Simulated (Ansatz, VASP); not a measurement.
## One calculation of PtS2, two programs

```xyz
3
Lattice="3.5713 0.0000 0.0000 -1.7857 3.0929 0.0000 0.0000 0.0000 4.7683" Properties=species:S:1:pos:R:3 pbc="T T T"
Pt    0.0000    0.0000    0.0000
S     0.0000    2.0619    1.1966
S     1.7857    1.0310    3.5717
```

Alike in both runs: functional PBEsol; k mesh 12 × 12 × 8; occupations gaussian, width 0.02 eV; no spin polarisation.

Ansatz relaxed the structure, and its values are those at the end. VASP's run is a single point on that final structure, the one shown.

|  | VASP | Ansatz |
| --- | --- | --- |
| version | VASP 6.6.1 | Ansatz 0.2.0 |
| potentials or method | VASP PAW PBE potentials, release 64 (Pt, S) | scalar-relativistic, plane waves, PAW |
| plane-wave cutoff (eV) | 520 | 420 |
| valence electrons in the cell | 22 | 30 |

Ansatz gave:

- gap on the k mesh at the Fermi level (eV): 0.24
- least direct gap on the mesh (eV): 0.67
- pressure (GPa): 0.0
- rms of the force components (eV/Å): 0.001

Which values does VASP return?

gap on the k mesh at the Fermi level (eV): 0.25; least direct gap on the mesh (eV): 0.67; pressure (GPa): -0.2; rms of the force components (eV/Å): 0.011.

The two sets of potentials don't hold the same shells in valence.

Caveats: the PAW data sets were made with another functional, which shifts forces and pressure a little (VASP); spin-orbit coupling is left out, which moves the levels of the heavy elements.
